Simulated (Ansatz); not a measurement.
Runs of Ansatz 0.2.0 on Cd. The structure is hexagonal, space group P6_3/mmc (No. 194). The conventional cell has a = 2.979 Å, b = 2.979 Å, c = 5.618 Å, α = 90.00°, β = 90.00°, γ = 120.00°. Cd (site symmetry -6m2) is surrounded by 12 Cd at 2.98 to 3.29 Å. 

```csv
task,level,potentials or basis,cell,cutoff (eV),smearing,driver,gap on the mesh (eV),pressure (GPa)
density of states,r2SCAN+D3(BJ),SSSP precision PAW,as given,1361,tetrahedron,chain,none,(a)
relaxation of cell and atoms,BLYP+D3(BJ),SSSP efficiency PAW,relaxed,1361,fermi-dirac 0.05 eV,-,none,0.0
ladder of functionals,LDA,PseudoDojo LDA,as given,1388,fermi-dirac 0.01 eV,chain,none,-4.1
single point,PBE,Ansatz PAW soft_1,as given,420,fermi-dirac 0.05 eV,-,none,2.9
electrostatic potential,revPBE,SSSP efficiency PAW,as given,1361,fermi-dirac 0.1 eV,-,none,4.8
```

Alike in all rows: no spin polarisation; k mesh 10 × 10 × 5.

Estimate the missing entries.

(a) -1.1.

Caveats: pairwise dispersion overbinds metals, which lowers pressure and volume (some runs); the potentials were made for another functional, which shifts forces and pressure (some runs); the PAW data sets were made with another functional, which shifts forces and pressure a little (some runs); the plane-wave basis is chosen anew once the cell has moved, so the energies of steps on either side of that aren't comparable (some runs).

A k mesh can miss the band edges, and the runs leave out spin-orbit coupling on Cd.

A gap of «none» marks a metal or a gap under the smearing width.

Not every run made on this cell is shown here.
